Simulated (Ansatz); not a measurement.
input.yaml (Ansatz)

```yaml
crystal:
  lattice:
    - [0.0, 2.1988028455, 2.1988028455]
    - [2.1988028455, 0.0, 2.1988028455]
    - [2.1988028455, 2.1988028455, 0.0]
  atoms:
    - { symbol: Se, position: [0.0, 0.0, 0.0] }
hamiltonian:
  xc: r2scan
  pseudopotentials:
    kind: paw
    azcp:
      Se: "pseudopotentials/Se.paw.azcp"
basis:
  ecutwfc: 500
  fft_grid_basis: typed
kpoints:
  mp_grid: { grid: [14, 14, 14], shift: [0, 0, 0] }
magnetization:
  spin_polarized: false
scf:
  occupations: { method: fermi_dirac, width: 0.1 }
  lower_state_search: "off"
output:
  stress: true
  write_density: true
  write_potential: true
  elf: true
  volumetric_format: npy
```

and its output:

```
Engine: ansatz 0.2.0, x86_64-unknown-linux-gnu
Pseudopotentials: kind: paw
Pseudopotential: Se, paw, valence charge 16, recommended cutoff 500 eV (meta_gga) 
Functional definition: r2SCAN
  parameter k0 = 0.174
  parameter k1 = 0.065
  parameter a1 = 4.9479
  exchange = r2scan_x(k0 = k0, k1 = k1, a1 = a1)
  correlation = r2scan_c
Crystal: 1 atoms, lattice volume = 21.261 Å³
Basis set: ecut = 500 eV, 537 PW (Γ), exchange–correlation on 96×96×96 points (64 copies of the dense FFT grid, shifted against one another)
Bands: 12, of which v1, the nominal top of the filled ones, is band 8 counted from 1 (7 counted from 0)
Symmetry: 48 space group operations
Space group: Fm-3m (ITA 225), of the structure as read, at distance tolerance 2.8e-5 Å
k-points: 104 of 2744
Non-local potential: Se, projectors of the file, l = 0: 2, l = 1: 2, l = 2: 3, l = 3: 1
PAW form: soft (Blöchl's): semilocal exchange-correlation on the pseudo side does not see the compensation charge
PAW frozen core: Se, regenerated for the run's functional (the file was generated under x = pbe(κ = 0.804, μ = 0.2195149727645171), c = pbe(β = 0.06672455060314922))
PAW one-centre angular grid: Se, 590 points (default); XC on 160 Gauss nodes
Initial density: superposition of atomic densities (neutral atoms: chi_scale 0, normalization atom), corrected by the library's trained network
Initial wavefunctions: pseudopotential atomic-orbital guess
Functional: x = r2scan, c = r2scan; τ floored in thin density (d = 2e-4 eV/Å³)
SCF iter   1: F=-5477.227010 eV  HF=-5477.221748 eV  |F-HF|=5.26e-3  |Δ(HF+E_count)|=         —  Δρ=2.01e-3  dr2=3.92e-4  dr2_τ=9.13e-4  ethr=1.77e-3  ⟨swp⟩=5.1  Hψ=7840  notcnv=0
SCF iter   2: F=-5477.227823 eV  HF=-5477.227440 eV  |F-HF|=3.83e-4  |Δ(HF+E_count)|=   5.69e-3  Δρ=1.60e-3  dr2=2.64e-4  dr2_τ=9.43e-6  ethr=2.45e-6  ⟨swp⟩=2.0  Hψ=3741  notcnv=0  defer=3
SCF iter   3: F=-5477.227878 eV  HF=-5477.227837 eV  |F-HF|=4.14e-5  |Δ(HF+E_count)|=   3.97e-4  Δρ=5.37e-4  dr2=3.05e-5  dr2_τ=1.52e-6  ethr=1.65e-6  ⟨swp⟩=2.0  Hψ=1964  notcnv=0  defer=3
SCF iter   4: F=-5477.227883 eV  HF=-5477.227883 eV  |F-HF|=1.95e-7  |Δ(HF+E_count)|=   4.63e-5  Δρ=2.74e-5  dr2=8.87e-8  dr2_τ=3.78e-9  ethr=1.90e-7  ⟨swp⟩=2.0  Hψ=1550  notcnv=0  defer=3
iter 5 did not close the SCF: its close was put off for the readings that it lacked (scf_convergence_deferred on its scf_iter line)
SCF iter   5: F=-5477.227883 eV  HF=-5477.227883 eV  |F-HF|=4.34e-8  |Δ(HF+E_count)|=   2.55e-7  Δρ=6.77e-6  dr2=1.23e-8  dr2_τ=9.58e-10  ethr=5.54e-10  ⟨swp⟩=2.0  Hψ=2101  notcnv=0  defer=3
SCF iter   6: F=-5477.227883 eV  HF=-5477.227883 eV  |F-HF|=3.72e-10  |Δ(HF+E_count)|=   2.25e-8  Δρ=1.33e-6  dr2=2.18e-10  dr2_τ=1.54e-11  ethr=7.69e-11  ⟨swp⟩=4.2  Hψ=6311  notcnv=0
SCF 1 converged in 6 iterations: F = -5477.227883 eV  dr2 = 2.18e-10
SCF converged after 6 iterations
Free energy (F): -5477.227883 eV
Harris-Foulkes:  -5477.227883 eV  (|F-HF|=3.72e-10)
Internal energy: -5477.194256 eV  (E = F + TS)
E sigma→0 (E₀):  -5477.211069 eV
Entropy (-TS):   -0.033628 eV (-33.628 meV/atom)
Fermi energy:    10.071374 eV
--- Per-component energies (eV) ---
  E_band       = -368.816866
  E_kinetic    = 116.048097
  E_local      = -2109.573814  (includes V_loc(G=0)·N_el)
  E_nonlocal   = -593.584611
  E_hartree    = 1056.175275
  E_xc         = -96.737280
  E_vxc        = -103.871975  (∫ρ·V_xc dr)
  E_paw        = -1926.118138  (= ΣΔE_a)
  E_vpaw       = 204.574548  (= ΣTr[D̂ρ^β])
  E_aug_tail   = -0.000216  (compensation charges beyond the density's cutoff)
  E_vtau       = 5.239921  (kinetic-family band-sum trace: ∫τ·v_τ [+ j·A + Jᵃ·Aᵃ] dr)
  E_ewald      = -1921.638799
  E_core_change = -1.764770  (= ΣΔE_core)
  E_smearing   = -0.033628  (= −TS)
  E_closure    = 0.000000  (closes the sum)
  Σ components = -5477.227883   (vs F -5477.227883, Δ=0.00e0)
--- Stress (GPa, compression-positive) ---
       -2.591884       0.000000       0.000000
       -0.000000      -2.591884      -0.000000
        0.000000      -0.000000      -2.591884
  P = ⅓ Tr σ = -2.5919 GPa (-25.919 kbar)
--- Band table (eV; the first three rows and the last of 104) ---
  k-point 0: bands = ["-39.1187", "-39.1187", "-39.1187", "-39.1141", "-39.1141", "-6.2293", "12.9923", "12.9923", "12.9923", "21.8776", "22.7280", "22.7280"]
  k-point 1: bands = ["-39.1186", "-39.1184", "-39.1184", "-39.1141", "-39.1141", "-6.1289", "12.3114", "12.9112", "12.9112", "21.9910", "22.7144", "22.9217"]
  k-point 2: bands = ["-39.1183", "-39.1178", "-39.1178", "-39.1138", "-39.1138", "-5.8318", "10.7068", "12.6989", "12.6989", "21.2339", "23.3410", "23.3410"]
  k-point 103: bands = ["-39.1168", "-39.1162", "-39.1133", "-39.1113", "-39.1073", "-1.8272", "5.6468", "6.6061", "8.0272", "19.8500", "21.9955", "24.9805"]
```

Command:

```sh
ansatz run input.yaml --threads 1 --pin off --max-ram 3584MiB --backend cpu --events-out ev --progress --plain --runs-dir out
```

On 1 thread of Intel(R) Xeon(R) Platinum 8259CL CPU @ 2.50GHz (Skylake/Cascade Lake) (shared host) this took about 7.2 s of wall time and 6.5 s of CPU time.
